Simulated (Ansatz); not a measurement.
Runs of Ansatz 0.2.0 on CoO. Symmetry: P6_3mc, No. 186, hexagonal system. The conventional cell has a = 3.198 Å, b = 3.198 Å, c = 5.229 Å, α = 90.00°, β = 90.00°, γ = 120.00°. Around Co (site symmetry 3m) lie 4 O at 1.93 to 1.97 Å. O (site symmetry 3m) has 4 Co at 1.93 to 1.97 Å as nearest neighbours. Measurements of this composition are mostly on another form, of space group No. 225.

```tsv
spin	fixed moment (μB)	pressure (GPa)	moment (μB)	largest force (eV/Å)
collinear, program default start	0.0	-22.2	0.00	(b)
collinear, ferromagnetic start	4.0	-15.3	4.00	0.23
collinear, ferromagnetic start	3.0	(c)	3.00	0.14
collinear, ferromagnetic start	6.0	-6.3	6.00	(a)
collinear, ferromagnetic start	5.0	-11.2	5.00	0.29
```

Alike in all rows: task single point; level PBEsol; potentials or basis Ansatz PAW; cell as given; k mesh 8 × 8 × 5; cutoff (eV) 420; smearing fermi-dirac 0.05 eV.

Problem. Estimate the missing entries.

Solution. (a) 0.24; (b) 0.12; (c) -18.5.

Caveats: the total moment is fixed, so each spin has its own Fermi level; the PAW data sets come from PBE, with cores solved anew for the run's functional, which leaves a small shift of forces and pressure; the thresholds are loose for stress.
